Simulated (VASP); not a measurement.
# GaP (F-43m) in VASP: notebook

One crystal, GaP, is run at these levels: PBEsol, PBE; tasks: relaxation of the atoms, relaxation of cell and atoms.

Program: VASP 6.6.1. These are calculated values, not measurements. Logs are shortened: lines on timing, memory, paths and dates and some standing lists are left out, and cuts for length are marked.

## (1) Starting point

Symmetry: F-43m, No. 216, cubic system. The conventional cell has a = 5.451 Å, b = 5.451 Å, c = 5.451 Å, α = 90.00°, β = 90.00°, γ = 90.00°. Around Ga (site symmetry -43m) lie 4 P at 2.36 Å. P (site symmetry -43m) is surrounded by 4 Ga at 2.36 Å.

## (2) Relaxation of the atoms, PBEsol (a relaxed cell with its volume scaled by 1.06)

INCAR reads:

```
SYSTEM = GaP
PREC = Accurate
ENCUT = 600
EDIFF = 1E-7
ISMEAR = 0
SIGMA = 0.03
LREAL = .False.
LASPH = .True.
NELM = 80
ALGO = Normal
ISIF = 2
LWAVE = .False.
LCHARG = .False.
GGA = PS
IBRION = 2
NSW = 40
EDIFFG = -0.01
```

KPOINTS reads:

```
regular mesh
0
Gamma
  8 8 8
  0 0 0
```

POSCAR reads:

```
GaP                                     
1.0
    0.0000000000      2.7717321179      2.7717321179
    2.7717321179      0.0000000000      2.7717321179
    2.7717321179      2.7717321179      0.0000000000
  Ga              P             
     1     1
Direct
     0.0000000000000000    0.0000000000000000    0.0000000000000000
     0.2500000000000000    0.2500000000000000    0.2500000000000000
```

Potentials or basis: VASP PAW PBE potentials, release 64 (Ga_d, P).

Run with:

```
$ cat potpaw_PBE.64/Ga_d/POTCAR potpaw_PBE.64/P/POTCAR > POTCAR
$ mpirun -np 1 vasp_std > vasp.out
```

OUTCAR:

```text
SYSTEM = GaP
   PREC = Accurate
   ENCUT = 600
   EDIFF = 1E-7
   ISMEAR = 0
   LREAL = .False.
   LASPH = .True.
   NELM = 80
   ISIF = 2
   GGA = PS
   IBRION = 2
   NSW = 40
   EDIFFG = -0.01

 ion  position               nearest neighbor table
   1  0.000  0.000  0.000-   2 2.40   2 2.40   2 2.40   2 2.40
   2  0.250  0.250  0.250-   1 2.40   1 2.40   1 2.40   1 2.40

  LATTYP: Found a face centered cubic cell.
 ALAT       =     5.5434642358

  Lattice vectors:

 A1 = (   0.0000000000,   2.7717321179,   2.7717321179)
 A2 = (   2.7717321179,   0.0000000000,   2.7717321179)
 A3 = (   2.7717321179,   2.7717321179,   0.0000000000)

Analysis of symmetry for initial positions (statically):
=====================================================================
 Subroutine PRICEL returns:
 Original cell was already a primitive cell.

 Routine SETGRP: Setting up the symmetry group for a
 face centered cubic supercell.

 Subroutine GETGRP returns: Found 24 space group operations
 (whereof 24 operations were pure point group operations)
 out of a pool of 48 trial point group operations.

The static configuration has the point symmetry T_d .

Analysis of symmetry for dynamics (positions and initial velocities):
=====================================================================
 Subroutine PRICEL returns:
 Original cell was already a primitive cell.

 Routine SETGRP: Setting up the symmetry group for a
 face centered cubic supercell.

 Subroutine GETGRP returns: Found 24 space group operations
 (whereof 24 operations were pure point group operations)
 out of a pool of 48 trial point group operations.

The dynamic configuration has the point symmetry T_d .

 Subroutine INISYM returns: Found 24 space group operations
 (whereof 24 operations are pure point group operations),
 and found     1 'primitive' translations

----------------------------------------------------------------------------------------

                                     Primitive cell

  volume of cell :      42.5877

  direct lattice vectors                    reciprocal lattice vectors
     0.000000000  2.771732118  2.771732118    -0.180392613  0.180392613  0.180392613
     2.771732118  0.000000000  2.771732118     0.180392613 -0.180392613  0.180392613
     2.771732118  2.771732118  0.000000000     0.180392613  0.180392613 -0.180392613

  length of vectors
     3.919821152  3.919821152  3.919821152     0.312449171  0.312449171  0.312449171

  position of ions in fractional coordinates (direct lattice)
     0.000000000  0.000000000  0.000000000
     0.250000000  0.250000000  0.250000000

  ion indices of the primitive-cell ions
   primitive index   ion index
                 1           1
                 2           2

----------------------------------------------------------------------------------------

 KPOINTS: regular mesh

Automatic generation of k-mesh.
 Grid dimensions read from file:
 generate k-points for:    8    8    8

 Generating k-lattice:

  Cartesian coordinates                     Fractional coordinates (reciprocal lattice)
    -0.022549077  0.022549077  0.022549077     0.125000000  0.000000000  0.000000000
     0.022549077 -0.022549077  0.022549077     0.000000000  0.125000000  0.000000000
     0.022549077  0.022549077 -0.022549077     0.000000000  0.000000000  0.125000000

  Length of vectors
     0.039056146  0.039056146  0.039056146

  Shift w.r.t. Gamma in fractional coordinates (k-lattice)
     0.000000000  0.000000000  0.000000000

 Subroutine IBZKPT returns following result:
 ===========================================

 Found     29 irreducible k-points:

 Following reciprocal coordinates:
            Coordinates               Weight
  0.000000  0.000000  0.000000      1.000000
  0.125000  0.000000  0.000000      8.000000
  0.250000  0.000000  0.000000      8.000000
  0.375000  0.000000  0.000000      8.000000
  0.500000  0.000000  0.000000      4.000000
  0.125000  0.125000  0.000000      6.000000
[... 16 lines left out ...]
  0.500000  0.250000  0.125000     48.000000
 -0.375000  0.250000  0.125000     24.000000
 [... further k-points ...]
   k-points           NKPTS =     29   k-points in BZ     NKDIM =     29   number of bands    NBANDS=     13
   number of dos      NEDOS =    301   number of ions     NIONS =      2
   total plane-waves  NPLWV =  32768
   dimension x,y,z NGX =    32 NGY =   32 NGZ =   32
   dimension x,y,z NGXF=    64 NGYF=   64 NGZF=   64
   ions per type =               1   1
   NGX,Y,Z   is equivalent  to a cutoff of  13.57, 13.57, 13.57 a.u.
   NGXF,Y,Z  is equivalent  to a cutoff of  27.14, 27.14, 27.14 a.u.
 SYSTEM =  GaP
   PREC   = accura    normal or accurate (medium, high low for compatibility)
   ISTART =      0    job   : 0-new  1-cont  2-samecut
   ICHARG =      2    charge: 1-file 2-atom 10-const
   ISPIN  =      1    spin polarized calculation?
   LNONCOLLINEAR =      F non collinear calculations
   LSORBIT =      F    spin-orbit coupling
   LASPH  =      T    aspherical Exc in radial PAW
   ENCUT  =  600.0 eV  44.10 Ry    6.64 a.u.   7.83  7.83  7.83*2*pi/ulx,y,z
   NELM   =     80;   NELMIN=  2; NELMDL= -5     # of ELM steps
   EDIFF  = 0.1E-06   stopping-criterion for ELM
   LREAL  =      F    real-space projection
   EDIFFG = -.1E-01   stopping-criterion for IOM
   NSW    =     40    number of steps for IOM
   IBRION =      2    ionic relax: 0-MD 1-quasi-New 2-CG
   NFREE  =      1    steps in history (QN), initial steepest desc. (CG)
   ISIF   =      2    stress and relaxation
   ISYM   =      2    0-nonsym 1-usesym 2-fastsym
   POTIM  = 0.5000    time-step for ionic-motion
   TEBEG  =    0.0;   TEEND  =   0.0 temperature during run
   PSTRESS=    0.0 pullay stress
   NELECT =      18.0000    total number of electrons
   NUPDOWN=      -1.0000    fix difference up-down
   EMIN   =  10.00;   EMAX   =-10.00  energy-range for DOS
   EFERMI =   0.00;   METHOD = LEGACY
   ISMEAR =     0;   SIGMA  =   0.03  broadening in eV -4-tet -1-fermi 0-gaus
   EFERMI_NEDOS =   21; number of points for ismear=-14 and -15
   IALGO  =     38    algorithm
   IMIX   =      4    mixing-type and parameters
     AMIX     =   0.40;   BMIX     =  1.00
     AMIX_MAG =   1.60;   BMIX_MAG =  1.00
  volume/ion in A,a.u.               =      21.29       143.70
  Fermi-wavevector in a.u.,A,eV,Ry     =   1.228583  2.321685 20.536846  1.509416
  Thomas-Fermi vector in A             =   2.363503
   LORBIT       =      0    0 simple, 1 ext, 2 COOP (PROOUT), +10 PAW based schemes
   GGA     = PS    functional components
   LHFCALC =     F    Hartree Fock is set to
   AEXX    =    0.0000 exact exchange contribution
   IVDW    =     0    specifies the selected vdW correction
   LEPSILON=     F    determine dielectric tensor
   LRPA    =     F    only Hartree local field effects (RPA)
 conjugate gradient relaxation of ions
 non-spin polarized calculation
 Gauss-broadening in eV      SIGMA  =   0.03
  energy-cutoff  :      600.00
  volume of cell :       42.59
 maximum number of plane-waves:      1433
   NGX = 15   NGY = 15   NGZ = 15

 number of electron      17.9999992 magnetization

 Free energy of the ion-electron system (eV)
  ---------------------------------------------------
  ext. energy  EPLUGINS =         0.00000000
  ---------------------------------------------------
  free energy    TOTEN  =        -9.88711499 eV

  energy without entropy =       -9.88711499  energy(sigma->0) =       -9.88711499

 E-fermi :   4.2301     XC(G=0):  -9.7933

 val. band max:        4.0643881389   @ k =   0.0000   0.0000   0.0000
 cond. band min:       5.4036577290   @ k =   0.0000   0.0000   0.0000
 fundamental gap:      1.3392695901
 Fermi energy:         4.2300699436

 k-point     1 :       0.0000    0.0000    0.0000
  band No.  band energies     occupation
      1     -10.3980      2.00000
      2     -10.3980      2.00000
      3     -10.3980      2.00000
      4     -10.3120      2.00000
      5     -10.3120      2.00000
      6      -8.0873      2.00000
      7       4.0644      2.00000
      8       4.0644      2.00000
      9       4.0644      2.00000
     10       5.4037      0.00000
     11       7.8997      0.00000
     12       7.8997      0.00000
     13       7.8997      0.00000

 k-point     2 :       0.1250    0.0000    0.0000
  band No.  band energies     occupation
      1     -10.4088      2.00000
      2     -10.3940      2.00000
      3     -10.3940      2.00000
      4     -10.3120      2.00000
      5     -10.3120      2.00000
      6      -7.8970      2.00000
      7       2.4123      2.00000
      8       3.8490      2.00000
      9       3.8490      2.00000
     10       6.1695      0.00000
     11       8.2311      0.00000
     12       8.2311      0.00000
     13       8.3552      0.00000

 k-point     3 :       0.2500    0.0000    0.0000
  band No.  band energies     occupation
      1     -10.4332      2.00000
      2     -10.3854      2.00000
      3     -10.3854      2.00000
      4     -10.3109      2.00000
      5     -10.3109      2.00000
      6      -7.3574      2.00000
      7       0.2563      2.00000
      8       3.4402      2.00000
      9       3.4402      2.00000
     10       5.9632      0.00000
     11       8.7216      0.00000
     12       8.7216      0.00000
     13      10.0713      0.00000

 k-point     4 :       0.3750    0.0000    0.0000
  band No.  band energies     occupation
      1     -10.4558      2.00000
      2     -10.3788      2.00000
      3     -10.3788      2.00000
      4     -10.3078      2.00000
      5     -10.3078      2.00000
      6      -6.6098      2.00000
      7      -1.5407      2.00000
      8       3.1221      2.00000
      9       3.1221      2.00000
     10       5.6232      0.00000
     11       8.7838      0.00000
     12       8.7838      0.00000
     13      11.7338      0.00000

 k-point     5 :       0.5000    0.0000    0.0000
  band No.  band energies     occupation
      1     -10.4647      2.00000
      2     -10.3768      2.00000
      3     -10.3768      2.00000
      4     -10.3058      2.00000
      5     -10.3058      2.00000
      6      -6.1595      2.00000
      7      -2.3509      2.00000
      8       3.0075      2.00000
      9       3.0075      2.00000
     10       5.4968      0.00000
     11       8.7228      0.00000
     12       8.7229      0.00000
     13      12.0533      0.00000
[... 257 lines left out ...]
 k-point    22 :       0.3750    0.2500    0.1250
  band No.  band energies     occupation
      1     -10.4531      2.00000
      2     -10.3752      2.00000
      3     -10.3719      2.00000
      4     -10.3209      2.00000
      5     -10.3043      2.00000
      6      -6.8973      2.00000
      7      -0.2347      2.00000
      8       1.7895      2.00000
      9       2.8605      2.00000
     10       7.2143      0.00000
     11       7.9121      0.00000
     12       9.3914      0.00000
     13      10.4004      0.00000

 k-point    23 :       0.5000    0.2500    0.1250
  band No.  band energies     occupation
      1     -10.4662      2.00000
      2     -10.3721      2.00000
      3     -10.3641      2.00000
      4     -10.3191      2.00000
      5     -10.3043      2.00000
      6      -6.1944      2.00000
      7      -1.5077      2.00000
      8       1.1630      2.00000
      9       2.4351      2.00000
     10       7.3394      0.00000
     11       8.3833      0.00000
     12       9.5913      0.00000
     13      10.9850      0.00000

 k-point    24 :      -0.3750    0.2500    0.1250
  band No.  band energies     occupation
      1     -10.4710      2.00000
      2     -10.3717      2.00000
      3     -10.3613      2.00000
      4     -10.3162      2.00000
      5     -10.3058      2.00000
      6      -5.7780      2.00000
      7      -2.1698      2.00000
      8       1.0037      2.00000
      9       2.2360      2.00000
     10       7.3072      0.00000
     11       8.2824      0.00000
     12      10.3250      0.00000
     13      11.7361      0.00000

 [... further k-points ...]
[... 5 lines left out ...]
  --------------------------------------------------------------------------------------
  -------------------------------------------------------------------------------------
  Total       -1.1514862     -1.1514862     -1.1514862      0.0000000      0.0000000      0.0000000
  in kB      -43.3197122    -43.3197122    -43.3197122      0.0000000      0.0000000      0.0000000
  external PRESSURE =     -43.3197122 kB  Pullay stress =       0.0000000 kB

 VOLUME and BASIS-vectors are now :
 -----------------------------------------------------------------------------
  energy-cutoff  :      600.00
  volume of cell :       42.59
      direct lattice vectors                 reciprocal lattice vectors
     0.000000000  2.771732118  2.771732118    -0.180392613  0.180392613  0.180392613
     2.771732118  0.000000000  2.771732118     0.180392613 -0.180392613  0.180392613
     2.771732118  2.771732118  0.000000000     0.180392613  0.180392613 -0.180392613

 POSITION                                       TOTAL-FORCE (eV/Angst)
 -----------------------------------------------------------------------------------
      0.00000      0.00000      0.00000         0.000000     -0.000000      0.000000
      1.38587      1.38587      1.38587        -0.000000      0.000000     -0.000000
 -----------------------------------------------------------------------------------
    total drift:                                0.000001      0.000001      0.000000

  FREE ENERGIE OF THE ION-ELECTRON SYSTEM (eV)
  ---------------------------------------------------
  free  energy   TOTEN  =        -9.8871149889 eV

  energy  without entropy=       -9.8871149889  energy(sigma->0) =       -9.88711499

 reached required accuracy - stopping structural energy minimisation
```

Wall time 12 s (1 thread of AMD EPYC 9R45 (Zen 5), shared host); peak memory 0.15 GiB.

Results:

| Quantity | Value |
| --- | --- |
| Free energy | -9.8871 eV |
| Pressure after relaxing | -4.3 GPa |
| Band gap on the k mesh | 1.34 eV, direct |

Final structure:
```
Ga P
1.0
     0.00000    2.77173    2.77173
     2.77173    0.00000    2.77173
     2.77173    2.77173    0.00000
Ga P
1 1
Cartesian
  0.0000 0.0000 0.0000
  1.3859 1.3859 1.3859
```

Caveat: the relaxation stopped at its first step, so nothing moved; the PAW data sets were made with another functional, which shifts forces and pressure a little.

## (3) Relaxation of cell and atoms, PBE

INCAR reads:

```
SYSTEM = GaP
PREC = Accurate ; ENCUT = 300
EDIFF = 1E-6 ; ISMEAR = 0
SIGMA = 0.03 ; LREAL = .FALSE.
LASPH = .TRUE. ; NELM = 80
ALGO = Normal ; ISIF = 3
LWAVE = .FALSE. ; LCHARG = .FALSE.
GGA = PE ; IBRION = 2
NSW = 90 ; EDIFFG = -0.01
```

KPOINTS reads:

```
Automatic mesh
0
G
  4 4 4
  0 0 0
```

POSCAR reads:

```
GaP
1.0
    0.0000000000      2.7252500000      2.7252500000
    2.7252500000      0.0000000000      2.7252500000
    2.7252500000      2.7252500000      0.0000000000
Ga P
1 1
Direct
    0.0000000000      0.0000000000      0.0000000000
    0.2500000000      0.2500000000      0.2500000000
```

Potentials or basis: VASP PAW PBE potentials, release 64 (Ga, P).

Run with:

```
$ cat potpaw_PBE.64/Ga/POTCAR potpaw_PBE.64/P/POTCAR > POTCAR
$ mpirun -np 1 vasp_std > vasp.out
```

Run time: 9.1 s. Hardware: 1 thread of Intel Xeon Platinum 8259CL at 2.50GHz (Skylake/Cascade Lake), shared host; peak memory 0.13 GiB.

Results (log left out):

- Free energy: -8.9677 eV
- Relaxed volume: 21.24 Å³/atom
- Relaxed cell: a = 3.917 Å, b = 3.917 Å, c = 3.917 Å, α = 60.00°, β = 60.00°, γ = 60.00°
- Space group after relaxing (to 0.05 Å): F-43m (No. 216)
- Energy gained by relaxing: 13.0 meV/atom
- Ionic steps: 3
- Pressure after relaxing: 0.0 GPa
- Band gap on the k mesh: 1.48 eV, direct

The path:
| step | energy change (eV) | largest force (eV/Å) | pressure (GPa) | volume (Å³) |
| --- | --- | --- | --- | --- |
| 1 | 0.0000 | 0.0000 | 4.33 | 40.48 |
| 2 | -0.0167 | 0.0000 | -2.22 | 43.77 |
| 3 | -0.0259 | 0.0000 | 0.00 | 42.49 |

Final structure:
```
Ga P
1.0
     0.00000    2.76958    2.76958
     2.76958    0.00000    2.76958
     2.76958    2.76958    0.00000
Ga P
1 1
Direct
  0.00000 0.00000 0.00000
  0.25000 0.25000 0.25000
```

Levels at points of the mesh, in eV from the valence-band top:
| k point | band 1 | band 2 | band 3 | band 4 | band 5 | band 6 | band 7 | band 8 |
| --- | --- | --- | --- | --- | --- | --- | --- | --- |
| (0.00, 0.00, 0.00) | -12.12 | 0.00 | 0.00 | 0.00 | 1.48 | 3.91 | 3.91 | 3.91 |
| (0.50, 0.00, 0.00) | -10.31 | -6.35 | -1.05 | -1.05 | 1.55 | 4.74 | 4.74 | 8.18 |
| (0.50, 0.50, 0.00) | -9.49 | -6.52 | -2.51 | -2.51 | 1.74 | 1.87 | 10.27 | 10.27 |

Caveat: the k mesh is coarse (spacing up to 0.50 Å⁻¹), so the values aren't converged; the cutoff is under 1.25 times the usual one of these potentials, so pressure, stress and relaxed cells hold a basis-set (Pulay) error. A k mesh can miss the band edges.

## (4) Relaxation of cell and atoms, PBE

This run uses another cell than the first one, of 21.24 Å³/atom, 1.050 times its volume.

INCAR reads:

```
SYSTEM = GaP
PREC = Accurate ; ENCUT = 300
EDIFF = 1E-7 ; ISMEAR = 0
SIGMA = 0.03 ; LREAL = .FALSE.
LASPH = .TRUE. ; NELM = 80
ALGO = Normal ; ISIF = 3
LWAVE = .FALSE. ; LCHARG = .FALSE.
GGA = PE ; IBRION = 2
NSW = 90 ; EDIFFG = -0.005
```

KPOINTS is that of step 3.

POSCAR reads:

```
GaP                                     
1.0
    0.0000000000      2.7695792001      2.7695792001
    2.7695792001      0.0000000000      2.7695792001
    2.7695792001      2.7695792001     -0.0000000000
  Ga              P             
     1     1
Direct
     0.0000000000000000    0.0000000000000000    0.0000000000000000
     0.2500000000000000    0.2500000000000000    0.2500000000000000
```

Run with:

```
$ cat potpaw_PBE.64/Ga/POTCAR potpaw_PBE.64/P/POTCAR > POTCAR
$ mpirun -np 1 vasp_std > vasp.out
```

It took 4.2 s on 1 thread of Intel Xeon Platinum 8259CL at 2.50GHz (Skylake/Cascade Lake), shared host; peak memory 0.13 GiB.

The run converged. Its results:

```yaml
Free_energy: -8.9689 eV
Pressure_after_relaxing: 0.0 GPa
Band_gap_on_the_k_mesh: 1.48 eV, direct
```

Final structure:
```cif
data_structure
_symmetry_space_group_name_H-M 'P 1'
_symmetry_Int_Tables_number 1
_cell_length_a 3.9168
_cell_length_b 3.9168
_cell_length_c 3.9168
_cell_angle_alpha 60.000
_cell_angle_beta 60.000
_cell_angle_gamma 60.000
_cell_volume 42.49
loop_
_atom_site_label
_atom_site_type_symbol
_atom_site_fract_x
_atom_site_fract_y
_atom_site_fract_z
_atom_site_occupancy
Ga1 Ga 0.00000 0.00000 0.00000 1
P1 P 0.25000 0.25000 0.25000 1
```

Levels at points of the mesh, in eV from the valence-band top:
| k point | band 2 | band 3 | band 4 | band 5 | band 6 | band 7 |
| --- | --- | --- | --- | --- | --- | --- |
| (0.00, 0.00, 0.00) | 0.00 | 0.00 | 0.00 | 1.48 | 3.91 | 3.91 |
| (0.50, 0.00, 0.00) | -6.35 | -1.05 | -1.05 | 1.55 | 4.74 | 4.74 |
| (0.50, 0.50, 0.00) | -6.52 | -2.51 | -2.51 | 1.74 | 1.87 | 10.27 |

Caveat: the k mesh is coarse (spacing up to 0.49 Å⁻¹), so the values aren't converged; the cutoff is under 1.25 times the usual one of these potentials, so pressure, stress and relaxed cells hold a basis-set (Pulay) error; the relaxation stopped at its first step, so nothing moved.
